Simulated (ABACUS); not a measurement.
# HgTe (Fm-3m) in ABACUS: a series of runs

The runs below take HgTe through equation of state, with PBE.

Everything below comes from runs of ABACUS 3.10.1. Logs are shortened: lines on timing, memory, paths and dates and some standing lists are left out, and cuts for length are marked.

### Step 1. Starting point

It takes space group Fm-3m (No. 225, cubic). Conventional cell: a = 6.360 Å, b = 6.360 Å, c = 6.360 Å, α = 90.00°, β = 90.00°, γ = 90.00°. Around Hg (site symmetry m-3m) lie 6 Te at 3.18 Å. Around Te (site symmetry m-3m) lie 6 Hg at 3.18 Å.

Measurements of this composition are mostly on another form, of space group No. 216.

### Step 2. Equation of state, PBE, 30.23 Å³/atom (volume scaled by 0.94)

File INPUT:

```
INPUT_PARAMETERS
suffix              HgTe
calculation         scf
basis_type          lcao
pseudo_dir          ./
orbital_dir         ./
symmetry            1
dft_functional      pbe
ecutwfc             100
pseudo_rcut         10
nspin               1
nbands              22
ks_solver           genelpa
smearing_method     fd
smearing_sigma      0.00367493
scf_thr             1e-07
scf_nmax            100
mixing_type         broyden
mixing_beta         0.7
cal_force           1
cal_stress          1
out_mul             1
```

File STRU:

```
ATOMIC_SPECIES
Hg 200.5920 Hg.upf
Te 127.6000 Te.upf

NUMERICAL_ORBITAL
Hg_confined-atom_7au_3s2p2d1f.orb
Te_confined-atom_8au_2s2p2d.orb

LATTICE_CONSTANT
1.8897261246

LATTICE_VECTORS
0.0000000000 3.1150838257 3.1150838257
3.1150838257 0.0000000000 3.1150838257
3.1150838257 3.1150838257 0.0000000000

ATOMIC_POSITIONS
Direct

Hg
0.0
1
0.0000000000 0.0000000000 0.0000000000 1 1 1

Te
0.0
1
0.5000000000 0.5000000000 0.5000000000 1 1 1
```

File KPT:

```
K_POINTS
0
Gamma
7 7 7 0 0 0
```

Potentials or basis: PseudoDojo NC SR 0.4.1 PBE standard, DZP LCAO (the cutoffs set its grid).

On the command line:

```bash
$ OMP_NUM_THREADS=1 mpirun -np 4 abacus > log
```

running log:

```text
ABACUS v3.10.1

               Atomic-orbital Based Ab-initio Computation at UStc

 ------------------------------------------------------------------------------------

 READING GENERAL INFORMATION
                           global_out_dir = OUT.HgTe/
                           global_in_card = INPUT
                               pseudo_dir = ./
[... 8 lines left out ...]

 READING ATOM TYPE 1
                               atom label = Hg
                      L=0, number of zeta = 3
                      L=1, number of zeta = 2
                      L=2, number of zeta = 2
                      L=3, number of zeta = 1
             number of atom for this type = 1

 READING ATOM TYPE 2
                               atom label = Te
                      L=0, number of zeta = 2
                      L=1, number of zeta = 2
                      L=2, number of zeta = 2
             number of atom for this type = 1

                        TOTAL ATOM NUMBER = 2
DIRECT COORDINATES
    atom                   x                   y                   z     mag                  vx                  vy                  vz
taud_Hg1            0.0000000000        0.0000000000        0.0000000000  0.0000        0.0000000000        0.0000000000        0.0000000000
taud_Te1            0.5000000000        0.5000000000        0.5000000000  0.0000        0.0000000000        0.0000000000        0.0000000000

                          Volume (Bohr^3) = 407.977
                             Volume (A^3) = 60.4559

 Lattice vectors: (Cartesian coordinate: in unit of a_0)
                   +0            +3.11508            +3.11508
             +3.11508                  +0            +3.11508
             +3.11508            +3.11508                  +0
 Reciprocal vectors: (Cartesian coordinate: in unit of 2 pi/a_0)
            -0.160509           +0.160509           +0.160509
            +0.160509           -0.160509           +0.160509
            +0.160509           +0.160509           -0.160509
 The esolver type has been set to : ksdft_lcao

                PAO radial cut off (Bohr) = 10

 Read in pseudopotential file is Hg.upf
                     pseudopotential type = NC
          exchange-correlation functional = PBE
                 nonlocal core correction = 1
                        valence electrons = 20
                                     lmax = 3
                           number of zeta = 4
                     number of projectors = 7
                           L of projector = 0
                           L of projector = 0
                           L of projector = 1
                           L of projector = 1
                           L of projector = 2
                           L of projector = 2
                           L of projector = 3
                PAO radial cut off (Bohr) = 10

 Read in pseudopotential file is Te.upf
                     pseudopotential type = NC
          exchange-correlation functional = PBE
                 nonlocal core correction = 1
                        valence electrons = 16
                                     lmax = 2
                           number of zeta = 3
[... 5 lines left out ...]
                           L of projector = 2
                           L of projector = 2
     initial pseudo atomic orbital number = 19

 SETUP THE ELECTRONS NUMBER
            electron number of element Hg = 20
      total electron number of element Hg = 20
            electron number of element Te = 16
      total electron number of element Te = 16
            AUTOSET number of electrons:  = 36
                           occupied bands = 18
                                   NLOCAL = 44
                                   NBANDS = 22
                                   NBANDS = 22
                                   NLOCAL = 44

%%%%%%%%%%%%%%%%%%%%%%%%%%%%%%%%%%%%%%%%%%%%%%%%%%%%%%%%%%%%%%%%%%%%%%%%%%%%%%%%%%%%%%%%%%%%%%%%%%%%%%%%%%
 Warning: the number of valence electrons in pseudopotential > 12 for Hg: [Xe] 4f14 5d10 6s2
 Warning: the number of valence electrons in pseudopotential > 6 for Te: [Kr] 4d10 5s2 5p4
 Pseudopotentials with additional electrons can yield (more) accurate outcomes, but may be less efficient.
 If you're confident that your chosen pseudopotential is appropriate, you can safely ignore this warning.
%%%%%%%%%%%%%%%%%%%%%%%%%%%%%%%%%%%%%%%%%%%%%%%%%%%%%%%%%%%%%%%%%%%%%%%%%%%%%%%%%%%%%%%%%%%%%%%%%%%%%%%%%%

 SETUP THE PLANE WAVE BASIS
 energy cutoff for charge/potential (unit:Ry) = 400
            fft grid for charge/potential = [ 54, 54, 54 ]
                        fft grid division = [ 2, 2, 2 ]
[... 36 lines left out ...]
                           ALPHA (DEGREE) = 60
                           BETA  (DEGREE) = 60
[... 8 lines left out ...]
                                    IBRAV = 3
                                  BRAVAIS = FACE CENTERED CUBIC
                       LATTICE CONSTANT A = 6.23017
Original cell was already a primitive cell.
                        ROTATION MATRICES = 48
[... 6 lines left out ...]
                                    nspin = 1
                   Input type of k points = Monkhorst-Pack(Gamma)
                                   nkstot = 343
                       right hand lattice = 1
(for reciprocal lattice: )
[... 8 lines left out ...]
                       right hand lattice = 1
                        ROTATION MATRICES = 48
                               nkstot_ibz = 20
K-POINTS REDUCTION ACCORDING TO SYMMETRY
     IBZ    DIRECT_X    DIRECT_Y    DIRECT_Z  WEIGHT  ibz2bz
       1  0.00000000  0.00000000  0.00000000  0.0029       0
       2  0.14285714  0.14285714  0.14285714  0.0233       1
       3  0.28571429  0.28571429  0.28571429  0.0233       2
       4  0.42857143  0.42857143  0.42857143  0.0233       3
       5  0.14285714  0.14285714  0.00000000  0.0175       8
       6  0.28571429  0.14285714  0.28571429  0.0700       9
[... 12 lines left out ...]
      19 -0.42857143  0.42857143  0.14285714  0.0700      74
      20 -0.28571429  0.42857143  0.28571429  0.0700      75

                               nkstot now = 20
[... K-POINTS DIRECT COORDINATES: 20 rows ...]

           k-point number in this process = 20
       minimum distributed K point number = 20
[... stars of the k points ...]

[... K-POINTS CARTESIAN COORDINATES: 20 rows ...]

[... K-POINTS DIRECT COORDINATES: 20 rows ...]

 SETUP PLANE WAVES FOR WAVE FUNCTIONS
     energy cutoff for wavefunc (unit:Ry) = 100
              fft grid for wave functions = [ 54, 54, 54 ]
                    number of plane waves = 8609
                         number of sticks = 559

 PARALLEL PW FOR WAVE FUNCTIONS
     PROC   COLUMNS(POT)             PW
        1            139           2152
        2            140           2152
        3            140           2153
        4            140           2152
 --------------- sum -------------------
        4            559           8609

 SET NONLOCAL PSEUDOPOTENTIAL PROJECTORS
 SET NONLOCAL PSEUDOPOTENTIAL PROJECTORS
 max number of nonlocal projetors among all species is 7

 -------------------------------------------
 SELF-CONSISTENT
 -------------------------------------------

 SETUP SEARCHING RADIUS FOR PROGRAM TO SEARCH ADJACENT ATOMS
                  longest orb rcut (Bohr) = 8
   longest nonlocal projector rcut (Bohr) = 2.3
                     search radius (Bohr) = 20.6
              searching radius is (Bohr)) = 20.6
         searching radius unit is (Bohr)) = 1.89
                         PeriodicBoundary = 1
                        Radius(unit:lat0) = 10.9
                                   glayer = [ 5, 5, 5 ]
                             glayer_minus = [ 4, 4, 4 ]

Find the coordinate range of the input atom(unit:lat0).
                                  min_tau = [ -24.9, -24.9, -24.9 ]
                                  max_tau = [ 28, 28, 28 ]
                                BoxNumber = [ 9, 9, 9 ]

 SETUP EXTENDED REAL SPACE GRID FOR GRID INTEGRATION
                          real space grid = [ 54, 54, 54 ]
                 big cell numbers in grid = [ 27, 27, 27 ]
             meshcell numbers in big cell = [ 2, 2, 2 ]
                        extended fft grid = [ 32, 32, 32 ]
                dimension of extened grid = [ 92, 92, 92 ]
                            UnitCellTotal = 125
              Atom number in sub-FFT-grid = 2
    Local orbitals number in sub-FFT-grid = 44
                                ParaV.nnr = 22642
                                 init_chg = atomic

 LCAO ALGORITHM --------------- ION=   1  ELEC=   1--------------------------------

 Density error is 0.0220592261863
----------------------------------------------------------
     Energy           Rydberg                 eV
----------------------------------------------------------
 E_KohnSham     -542.9365170229      -7387.0302837856
 E_Harris       -545.4152636249      -7420.7553614709
 E_Fermi        0.7458219306         10.1474279497
----------------------------------------------------------
[... 69 lines left out ...]
 Density error is 8.80908649354e-08
----------------------------------------------------------
     Energy           Rydberg                 eV
----------------------------------------------------------
 E_KohnSham     -542.9524384307      -7387.2469056521
 E_KS(sigma->0) -542.9521871152      -7387.2434863295
 E_Harris       -542.9524366012      -7387.2468807607
 E_band         -51.9867099252       -707.3154752561
 E_one_elec     -266.2628682790      -3622.6921744175
 E_Hartree      142.4059862268       1937.5328419945
 E_xc           -104.3918490353      -1420.3239716354
 E_Ewald        -314.7032047123      -4281.7567629484
 E_entropy(-TS) -0.0005026310        -0.0068386452
 E_descf        0.0000000000         0.0000000000
 E_exx          0.0000000000         0.0000000000
 E_Fermi        0.7509982994         10.2178560608
----------------------------------------------------------

 charge density convergence is achieved
 final etot is -7387.2469057 eV
 EFERMI = 10.217856061 eV

 STATE ENERGY(eV) AND OCCUPATIONS    NSPIN == 1
 1/20 kpoint (Cartesian) = 0.0000 0.0000 0.0000 (1711 pws)
       1       -104.590     0.00583090
       2       -52.8944     0.00583090
       3       -52.8944     0.00583090
       4       -52.8944     0.00583090
       5       -26.3715     0.00583090
       6       -26.3715     0.00583090
[... 134 lines left out ...]
      21        16.4332    1.44594e-55
      22        16.8784    1.96337e-59

[... levels at 14 further k points ...]

 correction force for each atom along direction 1 is 2.62962e-14
 correction force for each atom along direction 2 is -2.16447e-14
 correction force for each atom along direction 3 is 5.69190e-14
------------------------------------------------------------------------------------------
 TOTAL-FORCE (eV/Angstrom)
------------------------------------------------------------------------------------------
                       Hg1         0.0000000000         0.0000000000         0.0000000000
                       Te1         0.0000000000         0.0000000000         0.0000000000
------------------------------------------------------------------------------------------

----------------------------------------------------------------
 TOTAL-STRESS (KBAR)
----------------------------------------------------------------
       -12.9065523661        -0.0000000000        -0.0000000000
         0.0000000000       -12.9065523661        -0.0000000000
         0.0000000000         0.0000000000       -12.9065523661
----------------------------------------------------------------
 TOTAL-PRESSURE: -12.906552 KBAR

 --------------------------------------------
 !FINAL_ETOT_IS -7387.2469056520631057 eV
 --------------------------------------------
```

It took 4.9 s on 4 MPI ranks of AMD EPYC 7B13 (Zen 3), shared host; peak memory 0.52 GiB.

Results:

```yaml
Free_energy: -7387.2469 eV
Pressure: -1.3 GPa
Band_gap_on_the_k_mesh: none (metal or under the smearing width)
Mulliken_charges: Hg +0.35; Te -0.35 e
```

Caveat: the atomic orbitals were generated for these runs and aren't a published set; Mulliken charges move with the basis; the basis of atomic orbitals isn't converged, which shifts pressures, moduli and gaps.

### Step 3. Equation of state, PBE, 30.87 Å³/atom (volume scaled by 0.96)

INPUT is that of step 2.

Edit STRU of step 2 so:

```diff
@@ -12,5 +12,5 @@
 LATTICE_VECTORS
-0.0000000000 3.1150838257 3.1150838257
-3.1150838257 0.0000000000 3.1150838257
-3.1150838257 3.1150838257 0.0000000000
+0.0000000000 3.1370217585 3.1370217585
+3.1370217585 0.0000000000 3.1370217585
+3.1370217585 3.1370217585 0.0000000000
```

KPT is that of step 2.

Potentials or basis: PseudoDojo NC SR 0.4.1 PBE standard, DZP LCAO (the cutoffs set its grid).

On the command line:

```bash
$ OMP_NUM_THREADS=1 mpirun -np 4 abacus > log
```

It took 4.8 s on 4 MPI ranks of AMD EPYC 7B13 (Zen 3), shared host; peak memory 0.52 GiB.

Results (log left out):

```
Free energy            : -7387.2333 eV
Pressure               : -2.1 GPa
Band gap on the k mesh : none (metal or under the smearing width)
Mulliken charges       : Hg +0.35; Te -0.35 e
```

Caveat: the atomic orbitals were generated for these runs and aren't a published set; Mulliken charges move with the basis; the basis of atomic orbitals isn't converged, which shifts pressures, moduli and gaps.

### Step 4. Equation of state, PBE, 31.51 Å³/atom (volume scaled by 0.98)

INPUT is that of step 3.

Edit STRU of step 3 so:

```diff
@@ -12,5 +12,5 @@
 LATTICE_VECTORS
-0.0000000000 3.1370217585 3.1370217585
-3.1370217585 0.0000000000 3.1370217585
-3.1370217585 3.1370217585 0.0000000000
+0.0000000000 3.1586570750 3.1586570750
+3.1586570750 0.0000000000 3.1586570750
+3.1586570750 3.1586570750 0.0000000000
```

KPT is that of step 3.

On the command line:

```bash
$ OMP_NUM_THREADS=1 mpirun -np 4 abacus > log
```

Run time: 4.6 s. Hardware: 4 MPI ranks of AMD EPYC 7B13 (Zen 3), shared host; peak memory 0.52 GiB.

Results (log left out):

```yaml
Free_energy: -7387.2139 eV
Pressure: -2.7 GPa
Band_gap_on_the_k_mesh: none (metal or under the smearing width)
Mulliken_charges: Hg +0.35; Te -0.35 e
```

Caveat: the atomic orbitals were generated for these runs and aren't a published set; Mulliken charges move with the basis; the basis of atomic orbitals isn't converged, which shifts pressures, moduli and gaps.

### Step 5. Equation of state, PBE, 32.16 Å³/atom

INPUT is that of step 4.

Edit STRU of step 4 so:

```diff
@@ -12,5 +12,5 @@
 LATTICE_VECTORS
-0.0000000000 3.1586570750 3.1586570750
-3.1586570750 0.0000000000 3.1586570750
-3.1586570750 3.1586570750 0.0000000000
+0.0000000000 3.1800000000 3.1800000000
+3.1800000000 0.0000000000 3.1800000000
+3.1800000000 3.1800000000 0.0000000000
```

KPT is that of step 4.

On the command line:

```bash
$ OMP_NUM_THREADS=1 mpirun -np 4 abacus > log
```

It took 4.8 s on 4 MPI ranks of AMD EPYC 7B13 (Zen 3), shared host; peak memory 0.52 GiB.

Results (log left out):

```
Free energy            : -7387.1895 eV
Pressure               : -3.3 GPa
Band gap on the k mesh : none (metal or under the smearing width)
Mulliken charges       : Hg +0.36; Te -0.36 e
```

Caveat: the atomic orbitals were generated for these runs and aren't a published set; Mulliken charges move with the basis; the basis of atomic orbitals isn't converged, which shifts pressures, moduli and gaps.

### Step 6. Equation of state, PBE, 32.80 Å³/atom (volume scaled by 1.02)

INPUT is that of step 5.

Edit STRU of step 5 so:

```diff
@@ -12,5 +12,5 @@
 LATTICE_VECTORS
-0.0000000000 3.1800000000 3.1800000000
-3.1800000000 0.0000000000 3.1800000000
-3.1800000000 3.1800000000 0.0000000000
+0.0000000000 3.2010602164 3.2010602164
+3.2010602164 0.0000000000 3.2010602164
+3.2010602164 3.2010602164 0.0000000000
```

KPT is that of step 5.

Potentials or basis: PseudoDojo NC SR 0.4.1 PBE standard, DZP LCAO (the cutoffs set its grid).

On the command line:

```bash
$ OMP_NUM_THREADS=1 mpirun -np 4 abacus > log
```

It took 5 s on 4 MPI ranks of AMD EPYC 7B13 (Zen 3), shared host; peak memory 0.52 GiB.

Results (log left out):

- Free energy: -7387.1606 eV
- Pressure: -3.8 GPa
- Band gap on the k mesh: none (metal or under the smearing width)
- Mulliken charges: Hg +0.36; Te -0.36 e

Caveat: the atomic orbitals were generated for these runs and aren't a published set; Mulliken charges move with the basis; the basis of atomic orbitals isn't converged, which shifts pressures, moduli and gaps.

### Step 7. Equation of state, PBE, 33.44 Å³/atom (volume scaled by 1.04)

INPUT is that of step 6.

Edit STRU of step 6 so:

```diff
@@ -12,5 +12,5 @@
 LATTICE_VECTORS
-0.0000000000 3.2010602164 3.2010602164
-3.2010602164 0.0000000000 3.2010602164
-3.2010602164 3.2010602164 0.0000000000
+0.0000000000 3.2218469041 3.2218469041
+3.2218469041 0.0000000000 3.2218469041
+3.2218469041 3.2218469041 0.0000000000
```

KPT is that of step 6.

On the command line:

```bash
$ OMP_NUM_THREADS=1 mpirun -np 4 abacus > log
```

Wall time 5 s (4 MPI ranks of AMD EPYC 7B13 (Zen 3), shared host); peak memory 0.52 GiB.

Results (log left out):

```
Free energy            : -7387.1284 eV
Pressure               : -4.3 GPa
Band gap on the k mesh : none (metal or under the smearing width)
Mulliken charges       : Hg +0.36; Te -0.36 e
```

Caveat: the atomic orbitals were generated for these runs and aren't a published set; Mulliken charges move with the basis; the basis of atomic orbitals isn't converged, which shifts pressures, moduli and gaps.

### Step 8. Equation of state, PBE, 34.09 Å³/atom (volume scaled by 1.06)

INPUT is that of step 7.

Edit STRU of step 7 so:

```diff
@@ -12,5 +12,5 @@
 LATTICE_VECTORS
-0.0000000000 3.2218469041 3.2218469041
-3.2218469041 0.0000000000 3.2218469041
-3.2218469041 3.2218469041 0.0000000000
+0.0000000000 3.2423687753 3.2423687753
+3.2423687753 0.0000000000 3.2423687753
+3.2423687753 3.2423687753 0.0000000000
```

KPT is that of step 7.

On the command line:

```bash
$ OMP_NUM_THREADS=1 mpirun -np 4 abacus > log
```

Wall time 4.9 s (4 MPI ranks of AMD EPYC 7B13 (Zen 3), shared host); peak memory 0.52 GiB.

It converged, with:

* Free energy: -7387.0925 eV
* Pressure: -4.6 GPa
* Band gap on the k mesh: none (metal or under the smearing width)
* Mulliken charges: Hg +0.37; Te -0.37 e

Caveat: the atomic orbitals were generated for these runs and aren't a published set; Mulliken charges move with the basis; the basis of atomic orbitals isn't converged, which shifts pressures, moduli and gaps.

### Step 9. Equation of state, PBE

Potentials or basis: PseudoDojo NC SR 0.4.1 PBE standard, DZP LCAO (the cutoffs set its grid).

No new run: the results of the series are fitted here.

What came out:

```yaml
Equilibrium_volume: "29.32 Å³/atom (rough: see the caveat)"
Bulk_modulus: 47 GPa (rough)
```

Energy against volume, from the lowest point:
| volume (Å³/atom) | energy (meV/atom) |
| --- | --- |
| 30.228 | 0.00 |
| 30.871 | 6.78 |
| 31.514 | 16.51 |
| 32.157 | 28.71 |
| 32.801 | 43.17 |
| 33.444 | 59.24 |
| 34.087 | 77.18 |

Caveat: the atomic orbitals were generated for these runs and aren't a published set; the minimum lies outside the volumes run; the basis of atomic orbitals isn't converged, which shifts pressures, moduli and gaps. Spin-orbit coupling is left out, which matters for the levels of Hg, Te.
